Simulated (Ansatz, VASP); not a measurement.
## SiO2 in two plane-wave programs

One calculation is typed for both programs; each brings its own data sets. How far apart do they land? The cell is taken from a series of runs on this material, whose earlier steps may have relaxed, scaled, displaced or heated it; both programs get it as it stands.

Calculated with Ansatz 0.2.0; plane waves, with VASP 6.6.1 beside it; single point at PBEsol.

### Step 1. The structure

It takes space group Pnnm (No. 58, orthorhombic). Conventional cell: a = 4.958 Å, b = 8.741 Å, c = 8.679 Å, α = 90.00°, β = 90.00°, γ = 90.00°. Nearest to Si lie 4 O at 1.62 Å. O has 2 Si at 1.62 Å nearest. Nearest to O lie 2 Si at 1.62 Å. Nearest to O lie 2 Si at 1.62 Å. Farther neighbours and most contacts between anions are not listed.

### Step 2. Ansatz: single point, PBEsol

Ansatz runs on its PAW soft_1 files.

With cell and atoms fixed, the geometry can't cause a difference; cores, projectors, grids and the points listed under the comparison can.

Contents of input.yaml:

```yaml
crystal:
  lattice:
    - [4.95800694, 0.0, 0.0]
    - [0.0, 8.74132278, 0.0]
    - [0.0, 0.0, 8.67864274]
  atoms:
    - { symbol: Si, position: [0.5674586614, 0.6740453943, 0.6816111238] }
    - { symbol: Si, position: [0.5674586614, 0.6740453943, 0.3183888762] }
    - { symbol: Si, position: [0.4325413386, 0.3259546057, 0.6816111238] }
    - { symbol: Si, position: [0.0674586614, 0.8259546057, 0.8183888762] }
    - { symbol: Si, position: [0.9325413386, 0.1740453943, 0.8183888762] }
    - { symbol: Si, position: [0.4325413386, 0.3259546057, 0.3183888762] }
    - { symbol: Si, position: [0.0674586614, 0.8259546057, 0.1816111238] }
    - { symbol: Si, position: [0.9325413386, 0.1740453943, 0.1816111238] }
    - { symbol: O, position: [0.8811398805, 0.7094182763, 0.2803168136] }
    - { symbol: O, position: [0.0, 0.0, 0.2311442654] }
    - { symbol: O, position: [0.4899322427, 0.301398171, 0.5] }
    - { symbol: O, position: [0.6188601195, 0.2094182763, 0.7803168136] }
    - { symbol: O, position: [0.1188601195, 0.2905817237, 0.2803168136] }
    - { symbol: O, position: [0.3811398805, 0.7905817237, 0.7803168136] }
    - { symbol: O, position: [0.5, 0.5, 0.7311442654] }
    - { symbol: O, position: [0.3811398805, 0.7905817237, 0.2196831864] }
    - { symbol: O, position: [0.6188601195, 0.2094182763, 0.2196831864] }
    - { symbol: O, position: [0.0, 0.0, 0.7688557346] }
    - { symbol: O, position: [0.8811398805, 0.7094182763, 0.7196831864] }
    - { symbol: O, position: [0.1188601195, 0.2905817237, 0.7196831864] }
    - { symbol: O, position: [0.9899322427, 0.198601829, 0.0] }
    - { symbol: O, position: [0.5100677573, 0.698601829, 0.5] }
    - { symbol: O, position: [0.5, 0.5, 0.2688557346] }
    - { symbol: O, position: [0.0100677573, 0.801398171, 0.0] }
kpoints:
  mp_grid: { grid: [4, 2, 2] }
scf:
  occupations: { method: fixed }
hamiltonian:
  xc: pbesol
  pseudopotentials:
    kind: paw
    frozen_core: stored
    azcp: { folder: soft_1 }
    xc_functional: pbe
output:
  forces: false
  stress: false
  efg: { quadrupole_moments_barn: { O: -0.02558 } }
```

The run is started by

```
ansatz run input.yaml --threads 4 --pin off --max-ram 16384MiB --backend cpu --events-out ev --progress --plain --runs-dir out
```

Numbers of over 12 decimals in the logs are rounded to 6 here.

Output:

```text
Engine: ansatz 0.2.0, aarch64-unknown-linux-gnu
Pseudopotentials: kind: paw
Pseudopotential: Si, paw, valence charge 4, recommended cutoff 420 eV (normal), soft_1/Si.paw.azcp
Pseudopotential: O, paw, valence charge 6, recommended cutoff 420 eV (normal), soft_1/O.paw.azcp
Functional definition: PBEsol
  exchange = pbesol_x
  correlation = pbesol_c
Crystal: 24 atoms, lattice volume = 376.128 Å³
Basis set: ecut = 420 eV, 7373 PW (Γ)
Bands: 88, of which v1, the nominal top of the filled ones, is band 64 counted from 1 (63 counted from 0)
Symmetry: 8 space group operations
Space group: Pnnm (ITA 58), of the structure as read, at distance tolerance 7.2e-5 Å
k-points: 12 of 16
Non-local potential: Si, projectors of the file, l = 0: 2, l = 1: 2, l = 2: 1
Non-local potential: O, projectors of the file, l = 0: 2, l = 1: 2, l = 2: 1
PAW form: soft (Blöchl's): semilocal exchange-correlation on the pseudo side does not see the compensation charge
PAW frozen core: Si, as the file was generated: the input asks for it (`frozen_core: stored`)
PAW frozen core: O, as the file was generated: the input asks for it (`frozen_core: stored`)
PAW one-centre angular grid: Si, 110 points (default); XC on 64 Gauss nodes
PAW one-centre angular grid: O, 110 points (default); XC on 64 Gauss nodes
Initial density: superposition of atomic densities (chi_scale 0.1, normalization cell, long waves kept (reshape's long-wave potential 0.02 eV rms))
Initial wavefunctions: pseudopotential atomic-orbital guess
Functional: x = pbesol(κ = 0.804, μ = 0.123457), c = pbesol(β = 0.046)
SCF iter   1: F=—  HF=-13985.183501 eV  |F-HF|=—  |Δ(HF+E_count)|=         —  Δρ=1.12e-1  dr2=4.31e1  ethr=3.10e-3  ⟨swp⟩=4.7  Hψ=3835  notcnv=0  defer=260
preconditioner: auto → Resta (q_TF=auto, 2.280 Å⁻¹)  ε∞=2.5  [insulator: Δε(μ)=7.153 eV  Ē_g=17.817 eV  n_scr=74 (ndim 8)  ℏωp=21.7 eV  f_vac=0.180  ε∞_Penn≈2.5]
SCF iter   2: F=—  HF=-13973.316607 eV  |F-HF|=—  |Δ(HF+E_count)|=    1.19e1  Δρ=4.00e-2  dr2=2.44e0  ethr=3.10e-3  ⟨swp⟩=3.6  Hψ=2614  notcnv=0  defer=256
SCF iter   3: F=—  HF=-13972.999204 eV  |F-HF|=—  |Δ(HF+E_count)|=   3.17e-1  Δρ=1.87e-2  dr2=7.74e-1  ethr=1.91e-3  ⟨swp⟩=2.0  Hψ=852  notcnv=0  defer=141
automatic band count: iteration 3 solves 78 bands in place of 88: the levels show a gap, and the empty bands left out lie too high to hold charge; the band table lists the bands solved (type scf.n_extra_bands for more)
SCF iter   4: F=—  HF=-13972.972840 eV  |F-HF|=—  |Δ(HF+E_count)|=   2.64e-2  Δρ=1.59e-3  dr2=1.10e-2  ethr=6.04e-4  ⟨swp⟩=2.9  Hψ=1602  notcnv=0  defer=141
SCF iter   5: F=—  HF=-13972.991512 eV  |F-HF|=—  |Δ(HF+E_count)|=   1.87e-2  Δρ=1.10e-3  dr2=3.26e-3  ethr=8.57e-6  ⟨swp⟩=3.8  Hψ=1677  notcnv=0  defer=144
SCF iter   6: F=—  HF=-13972.991466 eV  |F-HF|=—  |Δ(HF+E_count)|=   4.60e-5  Δρ=3.40e-4  dr2=3.46e-4  ethr=2.55e-6  ⟨swp⟩=2.3  Hψ=1532  notcnv=0  defer=144
SCF iter   7: F=—  HF=-13972.991743 eV  |F-HF|=—  |Δ(HF+E_count)|=   2.77e-4  Δρ=7.44e-5  dr2=2.16e-5  ethr=2.71e-7  ⟨swp⟩=2.0  Hψ=1519  notcnv=0  defer=144
SCF iter   8: F=—  HF=-13972.991759 eV  |F-HF|=—  |Δ(HF+E_count)|=   1.58e-5  Δρ=1.21e-5  dr2=6.42e-7  ethr=1.69e-8  ⟨swp⟩=2.1  Hψ=1465  notcnv=0  defer=142
SCF iter   9: F=-13972.991762 eV  HF=-13972.991762 eV  |F-HF|=6.57e-8  |Δ(HF+E_count)|=   2.70e-6  Δρ=2.94e-6  dr2=2.92e-8  ethr=7.81e-11  ⟨swp⟩=4.0  Hψ=2627  notcnv=0
SCF 1 converged in 9 iterations: F = -13972.991762 eV  dr2 = 2.92e-8
  greatest PAW one-centre occupation: 0.860 electrons in one spin orbital (limit 2), on the O atom at site 19 (counted from 0), in its partial waves of l = 0
SCF converged after 9 iterations
Free energy (F): -13972.991762 eV
Harris-Foulkes:  -13972.991762 eV  (|F-HF|=6.57e-8)
Internal energy: -13972.991762 eV  (E = F + TS)
E sigma→0 (E₀):  -13972.991762 eV
Fermi energy:    0.515022 eV
--- Per-component energies (eV) ---
  E_band       = -812.874551
  E_kinetic    = 3099.289328
  E_local      = -9873.013710  (includes V_loc(G=0)·N_el)
  E_nonlocal   = 1011.368954
  E_hartree    = 3761.421114
  E_xc         = -1586.237398
  E_vxc        = -1843.798641  (∫ρ·V_xc dr)
  E_paw        = -6512.406814  (= ΣΔE_a)
  E_vpaw       = -729.574041  (= ΣTr[D̂ρ^β])
  E_aug_tail   = 0.013363  (compensation charges beyond the density's cutoff)
  E_ewald      = -3873.426598
  E_smearing   = -0.000000  (= −TS)
  E_closure    = 0.000000  (closes the sum)
  Σ components = -13972.991762   (vs F -13972.991762, Δ=0.00e0)
--- PAW observables at the nuclei: V_zz in 10²¹ V/m², potentials from the cell's mean, atoms counted from 1 ---
  atom   1  Si V_zz =    +0.431500   η = 0.8794   by run symmetry: allowed
            electrostatic potential = -1352.712959 V   contact ρ = none
  atom   2  Si V_zz =    +0.431500   η = 0.8794   by run symmetry: allowed
            electrostatic potential = -1352.712959 V   contact ρ = none
  atom   3  Si V_zz =    +0.431500   η = 0.8794   by run symmetry: allowed
            electrostatic potential = -1352.712959 V   contact ρ = none
  atom   4  Si V_zz =    +0.431500   η = 0.8794   by run symmetry: allowed
            electrostatic potential = -1352.712959 V   contact ρ = none
  atom   5  Si V_zz =    +0.431500   η = 0.8794   by run symmetry: allowed
            electrostatic potential = -1352.712959 V   contact ρ = none
  atom   6  Si V_zz =    +0.431500   η = 0.8794   by run symmetry: allowed
            electrostatic potential = -1352.712959 V   contact ρ = none
  atom   7  Si V_zz =    +0.431500   η = 0.8794   by run symmetry: allowed
            electrostatic potential = -1352.712959 V   contact ρ = none
  atom   8  Si V_zz =    +0.431500   η = 0.8794   by run symmetry: allowed
            electrostatic potential = -1352.712959 V   contact ρ = none
  atom   9  O  V_zz =    +9.422462   η = 0.2571   by run symmetry: allowed   C_q = -5.8280 MHz
            electrostatic potential = -616.708956 V   contact ρ = none
  atom  10  O  V_zz =    +9.752577   η = 0.1166   by run symmetry: allowed   C_q = -6.0322 MHz
            electrostatic potential = -616.714597 V   contact ρ = none
  atom  11  O  V_zz =    +9.958105   η = 0.1324   by run symmetry: allowed   C_q = -6.1593 MHz
            electrostatic potential = -616.659269 V   contact ρ = none
  atom  12  O  V_zz =    +9.422462   η = 0.2571   by run symmetry: allowed   C_q = -5.8280 MHz
            electrostatic potential = -616.708956 V   contact ρ = none
  atom  13  O  V_zz =    +9.422462   η = 0.2571   by run symmetry: allowed   C_q = -5.8280 MHz
            electrostatic potential = -616.708956 V   contact ρ = none
  atom  14  O  V_zz =    +9.422462   η = 0.2571   by run symmetry: allowed   C_q = -5.8280 MHz
            electrostatic potential = -616.708956 V   contact ρ = none
  atom  15  O  V_zz =    +9.752577   η = 0.1166   by run symmetry: allowed   C_q = -6.0322 MHz
            electrostatic potential = -616.714597 V   contact ρ = none
  atom  16  O  V_zz =    +9.422462   η = 0.2571   by run symmetry: allowed   C_q = -5.8280 MHz
            electrostatic potential = -616.708956 V   contact ρ = none
  atom  17  O  V_zz =    +9.422462   η = 0.2571   by run symmetry: allowed   C_q = -5.8280 MHz
            electrostatic potential = -616.708956 V   contact ρ = none
  atom  18  O  V_zz =    +9.752577   η = 0.1166   by run symmetry: allowed   C_q = -6.0322 MHz
            electrostatic potential = -616.714597 V   contact ρ = none
  atom  19  O  V_zz =    +9.422462   η = 0.2571   by run symmetry: allowed   C_q = -5.8280 MHz
            electrostatic potential = -616.708956 V   contact ρ = none
  atom  20  O  V_zz =    +9.422462   η = 0.2571   by run symmetry: allowed   C_q = -5.8280 MHz
            electrostatic potential = -616.708956 V   contact ρ = none
  atom  21  O  V_zz =    +9.958105   η = 0.1324   by run symmetry: allowed   C_q = -6.1593 MHz
            electrostatic potential = -616.659269 V   contact ρ = none
  atom  22  O  V_zz =    +9.958105   η = 0.1324   by run symmetry: allowed   C_q = -6.1593 MHz
            electrostatic potential = -616.659269 V   contact ρ = none
  atom  23  O  V_zz =    +9.752577   η = 0.1166   by run symmetry: allowed   C_q = -6.0322 MHz
            electrostatic potential = -616.714597 V   contact ρ = none
  atom  24  O  V_zz =    +9.958105   η = 0.1324   by run symmetry: allowed   C_q = -6.1593 MHz
            electrostatic potential = -616.659269 V   contact ρ = none
```

The column dr2 measures how far the density is from self-consistency, as an energy; F and HF (Harris–Foulkes) agree once it is small.

(Part 1 of 2 ends here.)

[Lines on the potential files, build, host, timing and source positions are cut from VASP's logs without a mark.]

[Logs are printed without paths, hosts, clocks, repeated set-up lines and the standing remarks that a program may print on its own settings, such as how far it seeks lower states.]

[Hosts, paths, dates, database ids (printed as entryN), source tags and the programs' standing remarks are cut or masked in the printed files.]
